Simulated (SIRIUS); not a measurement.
Wanted: the native input for a SIRIUS 7.10.0 run.

| Item | Value |
| --- | --- |
| Task | single point |
| Functional | PW91 |
| Potentials or basis | PseudoDojo 0.4.1 PBE standard (scalar relativistic) |
| Cutoff | 1152 eV |
| Density cutoff | 4606 eV |
| k mesh | 8 × 8 × 4 |
| Occupations | fermi-dirac, width 0.05 eV |
| Spin | no spin polarisation |
| Libxc names | ["XC_GGA_X_PW91", "XC_GGA_C_PW91"] |
| Energy tol | 1e-08 Ha |
| Density tol | 1e-06 |
| Mixer | anderson |
| Mixing beta | 0.7 |
| Max scf | 100 |
| Radial cutoff for the potentials' integrals | 6.5 bohr |

Zn:

```xyz
2
Lattice="2.6700 0.0000 0.0000 -1.3350 2.3123 0.0000 0.0000 0.0000 4.9660" Properties=species:S:1:pos:R:3 pbc="T T T"
Zn    1.3350    0.7708    3.7245
Zn    0.0000    1.5415    1.2415
```

The input as run:

sirius.json

```json
{
  "control": {
    "processing_unit": "cpu",
    "verbosity": 2,
    "num_bands_to_print": 29,
    "print_forces": true,
    "print_stress": true
  },
  "parameters": {
    "electronic_structure_method": "pseudopotential",
    "xc_functionals": ["XC_GGA_X_PW91", "XC_GGA_C_PW91"],
    "gk_cutoff": 9.2,
    "pw_cutoff": 18.4,
    "ngridk": [8, 8, 4],
    "shiftk": [0, 0, 0],
    "smearing": "fermi_dirac",
    "smearing_width": 0.0018374661,
    "num_bands": 29,
    "num_mag_dims": 0,
    "num_dft_iter": 100,
    "energy_tol": 1e-08,
    "density_tol": 1e-06
  },
  "iterative_solver": {
    "type": "davidson",
    "min_tolerance": 1e-09,
    "tolerance_scale": [0.1, 0.25]
  },
  "mixer": {
    "type": "anderson",
    "beta": 0.7,
    "max_history": 8
  },
  "settings": {
    "tol_ne": 1e-10,
    "pseudo_grid_cutoff": 6.5
  },
  "unit_cell": {
    "lattice_vectors": [
      [5.045568752751, 0.0, 0.0],
      [-2.522784376375, 4.369590716415, 0.0],
      [0.0, 0.0, 9.384379934892]
    ],
    "atom_coordinate_units": "lattice",
    "atom_types": ["Zn"],
    "atom_files": {
      "Zn": "Zn.json"
    },
    "atoms": {
      "Zn": [
        [0.6666666667, 0.3333333333, 0.75],
        [0.3333333333, 0.6666666667, 0.25]
      ]
    }
  }
}
```

Potentials or basis: PseudoDojo 0.4.1 PBE standard (scalar relativistic).

The run is started by

```bash
$ upf_to_json Zn.upf
$ OMP_NUM_THREADS=1 sirius.scf --input=sirius.json --output=out.json --task=0
```

It gave:

The pressure is -0.9 GPa and the band gap on the k mesh is none (metal or under the smearing width).

Caveat: the potentials were made for another functional, which shifts forces and pressure.

It took 68 s on 1 thread of Arm Neoverse N1 (shared host), peak memory 0.32 GiB.
